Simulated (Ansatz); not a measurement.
## SiC (F-43m): phonons

Computed with PBEsol, all-electron LAPW in Ansatz 0.2.0, scalar-relativistic; not a measurement.

The cell comes from a PAW relaxation under the same functional.

Command:

```sh
ansatz run input.yaml --threads 2 --pin off --max-ram 5120MiB --backend cpu --events-out ev --progress --plain --runs-dir out
```

input.yaml:

```yaml
crystal:
  lattice:
    - [0.0, 2.1784150631, 2.1784150631]
    - [2.1784150631, 0.0, 2.1784150631]
    - [2.1784150631, 2.1784150631, 0.0]
  atoms:
    - { symbol: Si, position: [0.0, 0.0, 0.0] }
    - { symbol: C, position: [0.75, 0.75, 0.75] }
kpoints:
  mp_grid: { grid: [10, 10, 10] }
scf:
  occupations: { method: fixed }
hamiltonian:
  xc: pbesol
  pseudopotentials: { kind: all_electron, lapw: { basis_error: 0.001 } }
phonons:
  qmesh: [2, 2, 2]
  qpath:
    path:
      - [0.0, 0.0, 0.0]
      - [-0.5, -0.5, 0.0]
      - [-0.375, -0.375, 0.25]
      - [-0.375, 0.0, 0.375]
      - [0.0, 0.0, 0.0]
      - [0.0, 0.0, 0.5]
      - [-0.5, -0.25, 0.25]
      - [-0.5, -0.5, 0.0]
    npoints: 6
  temperatures: { t_min: 0, t_max: 1000, t_step: 100 }
```

The program printed:

```
Warning: RAYON_NUM_THREADS=2 ignored (pool sized by the plan → 2); use --threads N
LAPW: plane waves up to 9.898 Å⁻¹, error target 1.0e-3 eV per atom; small_component_spin mean_spin; C in spheres of 0.853 Å, 6 of its electrons in bands, Dirac shells []; Si in spheres of 0.977 Å, 12 of its electrons in bands, ...
Engine: ansatz 0.2.0, x86_64-unknown-linux-gnu
Pseudopotentials: kind: all_electron
Pseudopotential: Si, LAPW, valence charge 12, lapw/all_electron/scalar/gaussian/Si, Koelling and Harmon's equation, gaussian nucleus
Pseudopotential: C, LAPW, valence charge 6, lapw/all_electron/scalar/gaussian/C, Koelling and Harmon's equation, gaussian nucleus
Functional definition: PBEsol
  exchange = pbesol_x
  correlation = pbesol_c
davidson cushion auto → on  (no smearing: the cushion is to keep the highest requested band from converging to the state above it; pin scf.eigensolver.cushion to override)
Crystal: 4 atoms, lattice volume = 41.351 Å³
Basis set: ecut = 373.2731406233232 eV, 673 PW (Γ), FFT grids on a1, a2, −a1+a2+a3, exchange–correlation at level 2
Bands: 22, of which v1, the nominal top of the filled ones, is band 18 counted from 1 (17 counted from 0)
Symmetry: 16 space group operations
k-points: 63 of 500 (time reversal used)
Non-local potential: Si, projectors of the file, none
Non-local potential: C, projectors of the file, none
Initial density: superposition of atomic densities (chi_scale 0.1, normalization cell, long waves kept (reshape's long-wave potential 0.00 eV rms))
Initial wavefunctions: plane waves of lowest kinetic energy (no species holds an atomic orbital)
Functional: x = pbesol(κ = 0.804, μ = 0.12345679012345678), c = pbesol(β = 0.046)
iter 1 solved again at ethr=2.72e-2 eV; its pass at ethr=1.00e-1 eV (dr2=9.78e0 eV) is discarded
SCF iter   1: F=—  HF=-17825.906377 eV  |F-HF|=—  |Δ(HF+E_count)|=         —  Δρ=1.41e-1  dr2=9.79e0  ethr=2.72e-2  ⟨swp⟩=2.0  Hψ=9691  notcnv=0
[... 113 lines left out ...]
SCF 10 converged in 7 iterations: F = -17822.207518 eV  dr2 = 2.98e-11
SCF converged after 7 iterations
Free energy (F): -17822.208573 eV
Harris-Foulkes:  -17822.208573 eV  (|F-HF|=1.49e-10)
Internal energy: -17822.208573 eV  (E = F + TS)
E sigma→0 (E₀):  -17822.208573 eV
Fermi energy:    10.710567 eV
--- Per-component energies (eV) ---
  E_band       = -2356.908842
  E_kinetic    = 17853.734769
  E_xc         = -1396.394658
  E_electrostatic = -34279.548684  (all electrons and nuclei)
  E_smearing   = -0.000000  (= −TS)
  E_closure    = 0.000000  (closes the sum)
  Σ components = -17822.208573   (vs F -17822.208573, Δ=0.00e0)
  Basis errors (estimates in eV, not in F): energy 5.4e-4 per atom: plane waves 4.9e-4 (3.1e-4 summed), levels above the bands 0.0e0, relativity 1.6e-8, radial functions 5.0e-5, core shells 1.5e-12; eigenvalues (radial functions ...
--- Forces (eV/Å), atoms counted from 1 ---
  atom   1  Si    -0.00000000     0.00000000     0.00000000
  atom   2  C      0.00000000    -0.00000000    -0.00000000
  atom   3  Si    -0.00000000     0.00000000     0.00000000
  atom   4  C      0.00000000    -0.00000000    -0.00000000
  max |Σ_I F_I| component: 4.16e-17 eV/Å
--- Phonons: 8 displaced members + 2 references (amplitude of the first 0.01 Å, Σ member SCF iterations 53) ---
  ASR residual: 1.084e-3 → 0.000e0 eV/Å²; symmetrization residual: 4.443e-4 eV/Å²
  largest component of a force at the reference: 2.1e-17 eV/Å
  ASR residual per site (eV/Å²): 1.08e-3 9.90e-4
  Γ frequencies (cm⁻¹): 0.00 0.00 0.00 785.86 785.86 785.86
--- Phonons (by wavevector): 3 wavevectors in 2 supercells ---
  supercell 1 (2 cells, vectors [1, 0, 0], [0, 1, -1], [0, 0, 2] in multiples of the cell's): 4 displaced members by 0.01 Å; free energy -17822.208573 eV; taken off its force constants: by the sum rule 1.1e-3, by the ...
  symmetry images taken by strict's conditions (phonons.symmetry_images: auto; settled by no image being taken that strict refuses)
  supercell 2 (2 cells, vectors [1, 0, 0], [0, 1, 0], [0, 0, 2] in multiples of the cell's): 4 displaced members by 0.01 Å; free energy -17822.208573 eV; taken off its force constants: by the sum rule 8.6e-4, by the ...
  symmetry images taken by strict's conditions (phonons.symmetry_images: auto; settled by no image being taken that strict refuses)
  q = [0.0000, 0.0000, 0.0000] (star 1, supercell 1; hermiticity 0.00e0, symmetrization 2.09e-6): -0.00 0.00 0.00 785.86 785.86 785.86
  q = [0.0000, 0.0000, -0.5000] (star 4, supercell 2; hermiticity 1.58e-16, symmetrization 6.27e-16): 254.95 254.95 606.17 760.16 760.16 822.99
  q = [0.0000, -0.5000, -0.5000] (star 3, supercell 1; hermiticity 8.79e-17, symmetrization 2.38e-16): 357.58 357.58 626.19 754.63 754.63 813.45
  joined force constants: q→R imaginary residual 2.88e-17
  density of states and harmonic sums: on the 24×24×24 q-mesh, interpolated from the force constants of a 2×2×2 supercell (no non-analytic term)
  largest difference from the sums on the solved wave vectors: F 3.36e-2 eV, S 6.59e-5 and C_V 3.23e-5 eV/K
```

Self-consistency was reached.

### Phonons on the q mesh

Harmonic phonons of a crystal by Kohn-Sham DFT at the given cell, standard atomic masses, acoustic sum rule imposed; negative wavenumbers are unstable modes; one row a degenerate set, branches counted upwards.

```json
{"Unstable phonons": "no"}
```

```csv
point,q a (r.l.u.),q b (r.l.u.),q c (r.l.u.),branch,phonon wavenumber (cm⁻¹),degeneracy
Gamma,0,0,0,4,785.9,3
L,0.5,0,0,1,255,2
L,0.5,0,0,3,606.2,1
L,0.5,0,0,4,760.2,2
L,0.5,0,0,6,823,1
X,0.5,0.5,0,1,357.6,2
X,0.5,0.5,0,3,626.2,1
X,0.5,0.5,0,4,754.6,2
X,0.5,0.5,0,6,813.4,1
```

**Harmonic thermodynamics**

Sums over wave vectors interpolated from the q mesh.

* Zero point energy: 108 meV/atom

```tsv
temperature (K)	phonon heat capacity (k_B/atom)	phonon entropy (k_B/atom)	phonon free energy (meV/atom)
100	0.2989	0.1105	107.7
200	1.02	0.5354	105.1
300	1.654	1.076	98.19
400	2.08	1.615	86.58
500	2.348	2.11	70.5
600	2.52	2.554	50.36
700	2.634	2.952	26.61
800	2.713	3.309	-0.39
900	2.769	3.632	-30.32
1000	2.811	3.926	-62.91
```

### Zone-centre phonons

Optical zone-centre levels upwards with Mulliken labels, activity, and the element with most of the kinetic energy.

* Point group: -43m

```
number  phonon wavenumber (cm⁻¹)  label  infrared  raman  lead element
     1                     785.9     T2       yes    yes             C
```

Keep in mind: no LO-TO term at the zone centre; no LO-TO term in the interpolation; coarse q mesh.

Cost: 74 s on 2 threads of AMD EPYC 9R45 96-Core Processor (Zen 5), on a shared host, peak memory 0.66 GiB.
